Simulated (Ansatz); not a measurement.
## TiC: moving C off its site

TiC, Fm-3m, a = 4.333 Å. Ansatz: PBE, PAW, 420 eV, Γ-centred 14×14×14 mesh on 8 atoms, Gaussian smearing 0.15 eV; no spin polarisation.

```
CELL_PARAMETERS angstrom
4.33292 0.00000 0.00000
0.00000 -4.33292 0.00000
0.00000 0.00000 -4.33292
ATOMIC_POSITIONS crystal
Ti 0.00000 0.00000 0.00000
Ti 0.50000 0.50000 0.00000
Ti 0.50000 0.00000 0.50000
Ti 0.00000 0.50000 0.50000
C 0.50000 0.00000 0.00000
C 0.00000 0.50000 0.00000
C 0.00000 0.00000 0.50000
C 0.50000 0.50000 0.50000
```

Atom 5 (C) moves by x along the unit vector (0.000, 0.000, 1.000), with its periodic images; all else is held. y is the free energy of the cell over the start, F the force along the path summed over the moved atoms.

| x (Å) | y (meV) | F (eV/Å) |
| --- | --- | --- |
| -0.200 | ? | ? |
| -0.120 | 87.7 | 1.49 |
| -0.040 | 9.6 | 0.48 |
| 0.000 | 0.0 | 0.00 |
| 0.080 | 38.6 | -0.97 |
| 0.160 | 158.1 | -2.04 |

Question: Fit y = c2 x² + c3 x³ + c4 x⁴ to the energies of the other rows, give the force constant, and predict energy and force of the missing row.

Answer: Least squares on the rows shown. y = 5983.2 x² + 5.7765 x³ + 7486.7 x⁴. The force constant is 2 c2 = 12.0 eV/Å² (for all images moving together, not for a lone atom). The force −dy/dx at the missing row is 2.63 eV/Å (computed 2.64). At x = -0.200 the fit asked for gives 251.3 meV. The run gave 251.3 meV, the same to the digits shown. The form still works here, 29 % of the fitted range beyond its end.

Cost: 6 runs of about 3 core-minutes in all, on Intel Xeon 6975P-C (Granite Rapids) (shared hosts).